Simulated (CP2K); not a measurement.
Runs of CP2K 2026.2 on Se. It takes space group Pm-3m (No. 221, cubic). The conventional cell has a = 2.811 Å, b = 2.811 Å, c = 2.811 Å, α = 90.00°, β = 90.00°, γ = 90.00°. Around Se (site symmetry m-3m) lie 6 Se at 2.81 Å. This isn't the form of Se at room conditions, which is trigonal, of chains.

| task | level | potentials or basis | cell | smearing | NGRIDS | basis sets | potentials | CUTOFF of the grids | D3 from the s-dftd3 library (D3_REFERENCE_CODE) | gap on the mesh (eV) | pressure (GPa) |
| --- | --- | --- | --- | --- | --- | --- | --- | --- | --- | --- | --- |
| single point | PBE | POTENTIAL_UZH Se GTH-PBE-q6; TZVP-MOLOPT-PBE-GTH basis | as given | gaussian 0.02 eV | 4 | Se TZVP-MOLOPT-PBE-GTH-q6 | Se GTH-PBE-q6 of POTENTIAL_UZH | 450 Ry | - | none | 2.5 |
| single point | PBE | POTENTIAL_UZH Se GTH-PBE-q6; TZVP-MOLOPT-PBE-GTH basis | as given | gaussian 0.1 eV | 4 | Se TZVP-MOLOPT-PBE-GTH-q6 | Se GTH-PBE-q6 of POTENTIAL_UZH | 450 Ry | - | none | (b) |
| single point | r2SCAN+D3(BJ) | POTENTIAL_UZH Se GTH-SCAN-q6; TZVP-MOLOPT-SCAN-GTH basis | cell strained at random at fixed volume | fermi-dirac 0.1 eV | 4 | Se TZVP-MOLOPT-SCAN-GTH-q6 | Se GTH-SCAN-q6 of POTENTIAL_UZH | 675 Ry | yes | none | -0.9 |
| band structure | PBEsol | POTENTIAL_UZH Se GTH-PBE-q6; TZVP-MOLOPT-PBE-GTH basis | cell strained at random at fixed volume | gaussian 0.1 eV | 4 | Se TZVP-MOLOPT-PBE-GTH-q6 | Se GTH-PBE-q6 of POTENTIAL_UZH | 450 Ry | - | none | -0.3 |
| single point | RPBE | POTENTIAL_UZH Se GTH-PBE-q6; TZVP-MOLOPT-PBE-GTH basis | as given | gaussian 0.1 eV | 5 | Se TZVP-MOLOPT-PBE-GTH-q6 | Se GTH-PBE-q6 of POTENTIAL_UZH | 450 Ry | - | none | (a) |

Alike in all rows: no spin polarisation; k mesh 9 × 9 × 9.

Problem. Fill in the values left out.

Solution. (a) 3.6; (b) 2.4.

Caveats: the basis of atomic orbitals isn't converged, which shifts pressures, moduli and gaps; the potentials were made for another functional, which shifts forces and pressure (some runs); pairwise dispersion overbinds metals, which lowers pressure and volume (some runs).

A k mesh can miss the band edges, and the runs leave out spin-orbit coupling on Se.

A gap of «none» marks a metal or a gap under the smearing width.
